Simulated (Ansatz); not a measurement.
Molecular dynamics on a 2×2×2 supercell (16 atoms) of AgCl (zincblende), relaxed with r2SCAN. Forces come from r2SCAN in Ansatz 0.2.0: a Langevin thermostat at fixed volume, 800 K, steps of 1.5 fs. Computed, non-magnetic; the trajectory is short and the cell small, so nothing here is a converged average. The structure comes from a prototype and may be hypothetical.

```yaml
crystal:
  lattice:
    - [0.0, 5.986491979, 5.986491979]
    - [5.986491979, 0.0, 5.986491979]
    - [5.986491979, 5.986491979, 0.0]
  atoms:
    - { symbol: Ag, position: [0.0, 0.0, 0.0] }
    - { symbol: Cl, position: [0.125, 0.125, 0.125] }
    - { symbol: Ag, position: [0.0, 0.0, 0.5] }
    - { symbol: Cl, position: [0.125, 0.125, 0.625] }
    - { symbol: Ag, position: [0.0, 0.5, 0.0] }
    - { symbol: Cl, position: [0.125, 0.625, 0.125] }
    - { symbol: Ag, position: [0.0, 0.5, 0.5] }
    - { symbol: Cl, position: [0.125, 0.625, 0.625] }
    - { symbol: Ag, position: [0.5, 0.0, 0.0] }
    - { symbol: Cl, position: [0.625, 0.125, 0.125] }
    - { symbol: Ag, position: [0.5, 0.0, 0.5] }
    - { symbol: Cl, position: [0.625, 0.125, 0.625] }
    - { symbol: Ag, position: [0.5, 0.5, 0.0] }
    - { symbol: Cl, position: [0.625, 0.625, 0.125] }
    - { symbol: Ag, position: [0.5, 0.5, 0.5] }
    - { symbol: Cl, position: [0.625, 0.625, 0.625] }
kpoints:
  mp_grid: { grid: [2, 2, 2] }
hamiltonian:
  xc: r2scan
scf:
  occupations: { method: fermi_dirac, width: 0.069 }
md:
  ensemble: nvt_langevin
  temperature: 800
  timestep: 1.5
  n_steps: 20
  initial_velocities: maxwell_boltzmann
  seed: 6892
```

Run as `ansatz run input.yaml --threads 4 --pin off --max-ram 3686MiB --backend cpu --events-out ev --progress --plain --runs-dir out`.

**Question.** It ran on 4 threads of Arm Neoverse V2 (shared host), load about 0.9 per core. About how long did it take, and what peak of host memory did it reach?

**Answer.** About 4.7 min, with a peak of 2.7 GiB.

```tsv
step	t (fs)	T (K)	free energy F from step 0 (meV/atom)	kinetic energy (meV/atom)	largest force (eV/Å)
0	0	750	0.0	96.9	0.00
1	1.5	727	0.1	94.0	0.06
2	3	733	0.5	94.7	0.13
3	4.5	768	1.0	99.3	0.20
4	6	751	1.8	97.1	0.28
5	7.5	688	2.7	88.9	0.34
6	9	592	3.8	76.5	0.40
7	10.5	623	4.9	80.6	0.46
8	12	652	6.2	84.3	0.51
9	13.5	675	7.6	87.2	0.57
10	15	626	9.1	80.9	0.63
11	16.5	590	10.7	76.3	0.67
12	18	534	12.2	69.0	0.71
13	19.5	539	13.6	69.6	0.75
14	21	542	15.1	70.0	0.78
15	22.5	529	16.6	68.4	0.80
16	24	513	18.2	66.4	0.83
17	25.5	518	19.7	67.0	0.86
18	27	509	21.2	65.8	0.88
19	28.5	426	22.6	55.1	0.90
20	30	466	24.1	60.3	0.92
```

The temperature starts at 750 K, is lowest at step 19 (426 K, 28.5 fs) and ends at 466 K. The thermostat hasn't had time to restore it. The atoms start on their lattice sites with kinetic energy alone, so much of it first passes into potential energy. By the last step the atoms have moved 0.13 Å in the root mean square, the drift of the whole cell taken out, 0.24 Å at most.

Positions (Å) and forces (eV/Å) at step 20:
```
Ag   0.048  -0.004   0.082    -0.377  -0.363  -0.476
Cl   1.483   1.418   1.388     0.393   0.295   0.761
Ag   2.976   2.968   0.093    -0.108   0.536   0.071
Cl   4.471   4.655   1.613    -0.068  -0.363  -0.254
Ag   3.040   0.046   3.108    -0.031  -0.150  -0.187
Cl   4.538   1.501   4.499     0.016   0.117   0.028
Ag   5.972   3.039   2.880    -0.110  -0.060   0.068
Cl   7.447   4.472   4.431     0.176   0.107   0.272
Ag   0.068   3.006   2.849    -0.008  -0.035   0.241
Cl   1.511   4.505   4.505    -0.060  -0.159  -0.089
Ag   2.986   6.103   3.018     0.351  -0.221   0.702
Cl   4.523   7.580   4.740     0.006   0.242  -0.891
Ag   2.914   2.947   6.006     0.095   0.035  -0.069
Cl   4.551   4.466   7.407    -0.212   0.080   0.168
Ag   5.964   6.070   5.940     0.472  -0.379   0.259
Cl   7.571   7.469   7.636    -0.536   0.318  -0.605
```
